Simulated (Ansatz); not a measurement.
Born–Oppenheimer molecular dynamics of a periodic cell of 16 atoms, WC (start crystal WC, start structure P-6m2, volume 1 times the crystal's). It goes on from the last frame of an earlier run, with new velocities.

All numbers below come from Ansatz, DFT PBE, scalar-relativistic, plane waves, PAW. Settings: accuracy low, PAW set soft_1, cutoff 420 eV, k mesh 2x2x2, fermi-dirac smearing 0.3 eV, no spin polarisation.

```yaml
ensemble: NPT, Langevin
time_step: 1 fs
steps_asked: 210
set_temperature: 2450 K
friction: 0.005 /fs
pressure: 1 GPa
seed: 304343
```

Frames 10 fs apart, positions in Å, forces in eV/Å.

Velocities at 40 fs (Å/ps):

```
W -2.34 -0.27 7.07
C 8.32 20.87 -15.67
W -0.03 -1.96 0.64
C 2.98 14.09 -15.16
W -0.71 3.85 4.91
C -13.13 17.03 -18.56
W 1.88 -3.54 -7.52
C -9.30 -0.83 -13.92
W 4.61 -2.54 -3.87
C 3.25 -3.73 1.07
W -6.15 2.82 2.14
C 10.88 10.11 -19.14
W 0.81 -0.55 4.66
C 22.45 -6.87 6.80
W -1.24 -1.70 -5.17
C -0.90 10.95 13.34
```

```xyz
16
Lattice="-3.0759 -5.3276 0.0000 4.5567 -2.6308 0.0000 0.0000 0.0000 5.8847" Properties=species:S:1:pos:R:3:forces:R:3 time_fs=40 energy_less_start_eV=-1.918 T=2606
W 0.068 -5.000 -0.215 -3.70 -1.51 1.62
C 1.390 -4.175 1.123 0.29 -0.42 2.97
W -0.140 -4.952 2.820 -0.23 -0.60 -0.20
C 1.529 -4.279 4.407 -0.87 1.63 -1.07
W -1.636 -2.596 -0.076 0.97 2.52 1.38
C -0.122 -1.378 1.510 -0.21 -0.87 0.30
W -1.875 -2.385 2.908 4.05 -0.51 -2.04
C 0.013 -1.742 4.667 -1.16 1.85 -2.20
W 1.558 -2.430 -0.076 -2.43 -0.40 0.02
C 2.808 -1.550 1.231 2.10 1.83 2.41
W 1.492 -2.209 2.938 -1.54 -1.02 -1.17
C 3.061 -1.556 4.248 -1.34 1.22 0.84
W -0.249 0.203 -0.016 3.63 -0.51 -0.62
C -1.688 -4.293 1.410 -0.07 1.68 -0.47
W -0.091 0.437 2.870 0.28 -2.68 -0.54
C -1.662 -4.032 4.337 0.23 -2.22 -1.21
16
Lattice="-3.1015 -5.3719 0.0000 4.5940 -2.6523 0.0000 0.0000 0.0000 5.9039" Properties=species:S:1:pos:R:3:forces:R:3 time_fs=50 energy_less_start_eV=-1.610 T=2640
W 0.040 -5.051 -0.146 -1.65 -0.16 0.33
C 1.512 -4.078 1.158 -1.00 -1.59 2.32
W -0.131 -5.020 2.831 0.77 0.01 0.96
C 1.513 -4.125 4.288 -0.88 0.00 0.05
W -1.653 -2.570 -0.024 1.08 2.67 -0.56
C -0.258 -1.298 1.362 0.94 -2.50 2.06
W -1.863 -2.439 2.843 3.47 0.76 0.31
C -0.099 -1.690 4.502 0.08 1.26 -0.86
W 1.609 -2.481 -0.114 -2.23 1.89 -0.06
C 2.963 -1.511 1.336 0.12 0.87 0.57
W 1.442 -2.212 2.963 -0.20 -1.15 -1.53
C 3.109 -1.407 4.143 -1.51 -0.12 1.85
W -0.230 0.190 0.025 2.66 0.92 -3.04
C -1.478 -4.315 1.446 -2.05 1.73 -1.17
W -0.098 0.419 2.834 0.42 -1.79 0.54
C -1.648 -4.008 4.441 -0.01 -2.81 -1.77
16
Lattice="-3.0915 -5.3547 0.0000 4.5936 -2.6521 0.0000 0.0000 0.0000 5.8662" Properties=species:S:1:pos:R:3:forces:R:3 time_fs=60 energy_less_start_eV=-2.004 T=2390
W 0.016 -5.048 -0.071 -0.92 0.77 -0.84
C 1.558 -4.066 1.413 -1.45 -0.27 -0.87
W -0.124 -5.032 2.818 1.21 1.82 1.01
C 1.424 -3.960 4.201 -0.21 -1.69 0.66
W -1.647 -2.489 0.026 0.82 0.99 -3.00
C -0.309 -1.362 1.321 1.72 -1.81 2.31
W -1.805 -2.474 2.755 3.08 1.65 2.84
C -0.167 -1.506 4.288 -0.04 0.47 -0.08
W 1.634 -2.497 -0.139 -2.09 2.06 1.07
C 3.141 -1.386 1.417 -1.56 -0.18 -0.72
W 1.389 -2.213 2.939 0.49 -0.94 -1.72
C 2.996 -1.225 4.142 -0.43 -2.80 1.90
W -0.202 0.184 0.059 2.12 1.24 -4.09
C -1.387 -4.196 1.385 -2.50 0.57 -0.39
W -0.105 0.383 2.782 0.39 -1.07 2.59
C -1.592 -4.096 4.425 -0.65 -0.81 -0.67
16
Lattice="-3.0424 -5.2695 0.0000 4.5496 -2.6267 0.0000 0.0000 0.0000 5.7887" Properties=species:S:1:pos:R:3:forces:R:3 time_fs=70 energy_less_start_eV=-2.395 T=2270
W 0.002 -5.002 -0.029 -1.23 2.02 -1.68
C 1.512 -4.070 1.601 -1.45 0.92 -3.31
W -0.121 -4.963 2.795 0.61 1.49 1.15
C 1.290 -3.883 4.195 0.36 -2.21 0.39
W -1.617 -2.364 0.048 0.20 0.16 -5.15
C -0.272 -1.542 1.431 2.35 1.16 -0.37
W -1.708 -2.476 2.673 2.02 1.82 6.22
C -0.199 -1.316 4.057 -0.55 -1.24 1.62
W 1.637 -2.485 -0.149 -2.19 2.72 1.88
C 3.157 -1.307 1.367 -2.05 -1.30 -0.08
W 1.336 -2.192 2.867 0.95 -1.20 -1.22
C 2.860 -1.188 4.227 0.22 -3.34 0.52
W -0.161 0.187 0.076 1.99 0.59 -4.24
C -1.469 -4.006 1.277 -0.84 -2.52 0.95
W -0.117 0.333 2.724 0.69 -0.09 3.17
C -1.577 -4.185 4.306 -1.07 1.02 0.16
16
Lattice="-2.9812 -5.1637 0.0000 4.4898 -2.5922 0.0000 0.0000 0.0000 5.7064" Properties=species:S:1:pos:R:3:forces:R:3 time_fs=80 energy_less_start_eV=-2.691 T=2127
W -0.025 -4.931 0.003 -2.09 1.94 -2.47
C 1.383 -4.059 1.569 0.64 0.71 -2.73
W -0.121 -4.870 2.779 -0.22 -0.77 1.70
C 1.194 -3.971 4.221 1.39 -0.53 -0.35
W -1.585 -2.235 0.050 0.02 -1.37 -5.12
C -0.131 -1.595 1.492 0.59 2.09 -3.62
W -1.589 -2.452 2.621 -1.65 2.16 7.08
C -0.270 -1.203 3.914 -0.33 -3.79 3.59
W 1.636 -2.454 -0.153 -4.20 1.82 3.42
C 3.042 -1.342 1.293 -1.59 -1.62 1.39
W 1.273 -2.164 2.800 3.02 -2.89 0.43
C 2.717 -1.372 4.300 2.07 0.22 -1.98
W -0.101 0.185 0.068 0.65 0.61 -5.22
C -1.610 -3.991 1.236 1.28 -1.78 1.02
W -0.121 0.289 2.678 -0.08 2.03 2.49
C -1.681 -4.125 4.209 0.52 1.17 0.36
16
Lattice="-2.9311 -5.0768 0.0000 4.4380 -2.5623 0.0000 0.0000 0.0000 5.6562" Properties=species:S:1:pos:R:3:forces:R:3 time_fs=90 energy_less_start_eV=-3.221 T=2438
W -0.067 -4.864 0.034 -1.66 -0.49 -2.29
C 1.315 -4.018 1.413 1.39 0.14 0.04
W -0.131 -4.798 2.774 -0.02 -1.96 1.19
C 1.153 -4.100 4.236 2.63 1.54 -0.72
W -1.568 -2.133 0.029 -0.09 -4.51 -3.75
C 0.051 -1.500 1.355 -2.33 0.65 -2.16
W -1.484 -2.422 2.633 -4.03 2.23 4.17
C -0.346 -1.333 4.006 1.62 -1.11 1.55
W 1.633 -2.422 -0.140 -7.13 1.22 3.11
C 2.794 -1.515 1.348 1.42 0.83 0.64
W 1.223 -2.155 2.760 4.45 -4.40 1.70
C 2.741 -1.527 4.253 2.57 2.38 -2.86
W -0.036 0.172 0.038 -1.97 1.11 -4.78
C -1.634 -4.077 1.321 2.17 1.11 0.14
W -0.133 0.255 2.666 -1.63 0.45 3.80
C -1.787 -4.021 4.174 2.59 0.82 0.22
16
Lattice="-2.9005 -5.0237 0.0000 4.3996 -2.5401 0.0000 0.0000 0.0000 5.6642" Properties=species:S:1:pos:R:3:forces:R:3 time_fs=100 energy_less_start_eV=-2.311 T=2130
W -0.135 -4.822 0.047 1.68 -0.85 -3.08
C 1.328 -3.942 1.292 0.07 -0.42 2.35
W -0.137 -4.770 2.794 1.62 -2.20 0.90
C 1.279 -4.141 4.241 0.76 2.07 -0.83
W -1.564 -2.074 0.002 0.02 -7.69 -1.77
C 0.095 -1.362 1.101 -1.10 -3.49 4.50
W -1.395 -2.399 2.708 -5.79 2.27 1.60
C -0.283 -1.545 4.207 3.34 1.93 -1.13
W 1.602 -2.405 -0.107 -5.98 3.27 -1.15
C 2.657 -1.614 1.436 3.46 2.73 -0.67
W 1.194 -2.174 2.762 3.97 -3.62 0.96
C 2.908 -1.499 4.093 -1.76 0.59 1.04
W 0.013 0.167 -0.004 -2.97 4.30 -4.49
C -1.556 -4.078 1.425 0.28 1.99 -1.13
W -0.150 0.229 2.683 -0.19 -0.44 3.16
C -1.723 -3.922 4.200 2.57 -0.43 -0.26
16
Lattice="-2.8916 -5.0085 0.0000 4.3812 -2.5295 0.0000 0.0000 0.0000 5.7286" Properties=species:S:1:pos:R:3:forces:R:3 time_fs=110 energy_less_start_eV=-3.300 T=2520
W -0.202 -4.813 0.034 4.58 -0.22 -2.13
C 1.330 -3.901 1.306 -0.41 -1.12 1.81
W -0.127 -4.785 2.848 2.35 -1.17 -0.61
C 1.422 -4.043 4.215 -0.65 0.92 -0.49
W -1.564 -2.057 -0.043 1.77 -7.66 -0.19
C 0.054 -1.466 1.145 -1.37 0.03 2.95
W -1.342 -2.395 2.825 -5.70 3.28 -0.08
C 0.016 -1.646 4.344 -1.03 2.56 -0.39
W 1.552 -2.397 -0.078 -3.70 3.62 -1.07
C 2.771 -1.538 1.405 0.91 1.31 -0.34
W 1.177 -2.219 2.801 7.25 -2.88 -0.78
C 2.974 -1.471 4.033 -2.40 -0.07 3.43
W 0.034 0.184 -0.051 -2.25 2.35 -1.40
C -1.514 -3.958 1.470 -0.78 0.30 -1.26
W -0.166 0.211 2.737 2.54 -0.27 0.71
C -1.438 -3.886 4.296 -1.11 -0.97 -0.16
16
Lattice="-2.9022 -5.0267 0.0000 4.4031 -2.5421 0.0000 0.0000 0.0000 5.8255" Properties=species:S:1:pos:R:3:forces:R:3 time_fs=120 energy_less_start_eV=-3.551 T=2515
W -0.222 -4.824 0.014 5.50 -0.09 -0.08
C 1.290 -3.963 1.421 0.40 -0.38 -0.45
W -0.089 -4.845 2.905 1.82 -0.49 -1.36
C 1.516 -3.909 4.188 -0.64 -1.27 1.08
W -1.571 -2.082 -0.085 2.06 -5.29 1.59
C -0.082 -1.591 1.418 -0.50 2.30 -1.22
W -1.348 -2.377 2.962 -5.40 2.01 -1.72
C 0.217 -1.526 4.440 -4.17 1.89 -0.39
W 1.493 -2.402 -0.050 -1.31 2.53 1.12
C 2.963 -1.385 1.348 -1.44 -1.70 0.79
W 1.199 -2.293 2.856 7.74 -1.14 -0.61
C 2.910 -1.520 4.281 0.09 0.40 0.38
W 0.040 0.224 -0.086 -2.37 1.08 0.67
C -1.569 -3.828 1.424 -0.08 -1.69 -0.06
W -0.177 0.184 2.813 2.31 1.17 0.48
C -1.234 -3.925 4.359 -4.00 0.67 -0.20
16
Lattice="-2.9226 -5.0621 0.0000 4.4610 -2.5756 0.0000 0.0000 0.0000 5.9307" Properties=species:S:1:pos:R:3:forces:R:3 time_fs=130 energy_less_start_eV=-3.116 T=2800
W -0.201 -4.841 -0.006 3.83 0.03 0.21
C 1.303 -4.095 1.561 0.65 1.37 -1.73
W -0.035 -4.923 2.955 0.36 -0.24 -0.48
C 1.567 -3.919 4.230 -1.10 -1.24 2.33
W -1.577 -2.127 -0.124 1.07 -2.75 2.82
C -0.230 -1.488 1.572 1.64 0.56 -1.83
W -1.384 -2.346 3.095 -4.26 1.17 -3.82
C 0.136 -1.289 4.527 -1.47 -2.74 -1.29
W 1.423 -2.429 0.001 -0.32 2.04 -0.02
C 3.044 -1.363 1.329 -2.21 -1.99 1.45
W 1.289 -2.384 2.906 3.43 1.51 0.12
C 2.893 -1.547 4.582 0.44 0.84 -1.98
W 0.042 0.273 -0.109 -2.83 1.47 2.19
C -1.692 -3.781 1.409 1.36 -2.03 0.22
W -0.169 0.175 2.894 1.96 2.37 0.28
C -1.291 -3.955 4.333 -2.54 -0.39 1.54
16
Lattice="-2.9387 -5.0899 0.0000 4.5305 -2.6157 0.0000 0.0000 0.0000 6.0001" Properties=species:S:1:pos:R:3:forces:R:3 time_fs=140 energy_less_start_eV=-3.282 T=2999
W -0.153 -4.868 -0.023 2.16 -0.33 0.52
C 1.371 -4.104 1.562 0.38 0.72 -1.15
W 0.036 -4.998 2.985 -1.63 0.83 -0.02
C 1.543 -4.078 4.390 -1.59 0.66 0.97
W -1.583 -2.174 -0.150 0.46 -1.46 4.07
C -0.242 -1.377 1.552 1.65 -1.04 -1.05
W -1.423 -2.308 3.196 -2.50 0.57 -5.70
C -0.078 -1.243 4.534 0.35 -2.97 -0.11
W 1.353 -2.441 0.048 1.02 1.98 -0.81
C 2.986 -1.441 1.373 -1.14 -0.96 1.10
W 1.410 -2.477 2.936 0.84 2.15 0.67
C 2.875 -1.491 4.697 0.33 -0.31 -2.09
W 0.042 0.330 -0.124 -3.25 0.31 2.80
C -1.675 -3.862 1.492 1.33 -1.29 -0.23
W -0.152 0.187 2.969 1.41 2.53 -0.83
C -1.511 -3.973 4.348 0.17 -1.39 1.85
16
Lattice="-2.9515 -5.1121 0.0000 4.5817 -2.6452 0.0000 0.0000 0.0000 6.0147" Properties=species:S:1:pos:R:3:forces:R:3 time_fs=150 energy_less_start_eV=-2.399 T=3020
W -0.096 -4.889 -0.033 0.31 -1.59 1.02
C 1.451 -4.053 1.456 -0.02 -1.14 -0.19
W 0.097 -5.062 2.987 -2.93 1.25 -0.41
C 1.429 -4.272 4.534 0.02 1.91 -0.68
W -1.595 -2.214 -0.165 -0.10 -1.25 5.11
C -0.106 -1.348 1.476 0.27 -1.16 -0.18
W -1.461 -2.262 3.239 -2.53 -2.40 -6.68
C -0.222 -1.423 4.474 2.88 0.76 1.74
W 1.304 -2.434 0.092 1.66 1.86 -1.62
C 2.822 -1.538 1.480 1.15 0.20 0.15
W 1.536 -2.571 2.946 -1.27 2.95 1.23
C 2.809 -1.502 4.567 0.86 -0.86 -0.55
W 0.038 0.373 -0.134 -4.34 -2.55 3.83
C -1.570 -4.040 1.515 0.46 0.12 -0.15
W -0.118 0.218 3.025 0.51 0.76 -1.89
C -1.716 -4.072 4.480 3.07 1.15 -0.75
```

Of the whole run (210 fs, mean temperature of the second half 2557 K): The conserved energy stayed within 0.4 meV per atom of its start (net change 0.048 meV per atom), so the integration is sound. A run of 0.21 ps of so small a system gives no equilibrium averages. Limits of this set-up: coarse k mesh, low accuracy level. The cell's volume went from 165 to 174 Å³.

Run time: 19 min on 1 thread of Arm Neoverse V2, on a shared host, peak memory 0.67 GiB.
